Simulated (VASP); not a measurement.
## P: single point with PBE+D3(BJ)

The system is P, a slab with vacuum.

```
CELL_PARAMETERS angstrom
3.25406 0.00000 0.00000
-1.62703 2.81809 0.00000
0.00000 0.00000 19.99049
ATOMIC_POSITIONS crystal
P 0.33333 0.66667 0.28740
P 0.66667 0.33333 0.22511
P 0.16667 0.66667 0.51527
P 0.50000 0.33333 0.45298
```

The cell was built by a generator and needn't be a form met in nature.

The cell isn't the ideal one: upper layer slid by (1/6, 4/6) of the cell.

```yaml
Program: VASP 6.6.1
Task: single point
Functional: PBE
Dispersion: D3(BJ)
Potentials_or_basis: VASP PAW PBE potentials, release 64 (P)
Cutoff: 520 eV
k_mesh: 9 × 9 × 1
Occupations: gaussian, width 0.05 eV
Spin: no spin polarisation
Dipole_correction: yes
Further_INCAR_settings: ALGO = Fast; EDIFF = 1e-06; NBANDS = 18
```

```json
{
 "Largest force": "0.102 eV/Å",
 "Band gap on the k mesh": "1.18 eV, indirect (least direct gap 1.80 eV)",
 "Dispersion energy per atom": "-0.267 eV"
}
```

Forces in eV/Å, atoms in the order of the input:
```
P   -0.034  0.014 -0.095
P   -0.022  0.007  0.100
P    0.022 -0.007 -0.100
P    0.034 -0.014  0.095
```

Levels at points of the mesh, in eV from the valence-band top:
```tsv
k point	band 8	band 9	band 10	band 11	band 12	band 13
(0.00, 0.00, 0.00)	-0.58	-0.57	-0.16	3.40	3.41	3.46
```

Run time: 2.8 min on 1 thread of Intel(R) Xeon(R) Platinum 8259CL CPU @ 2.50GHz (Skylake/Cascade Lake), with other jobs on the host, peak memory 0.32 GiB.
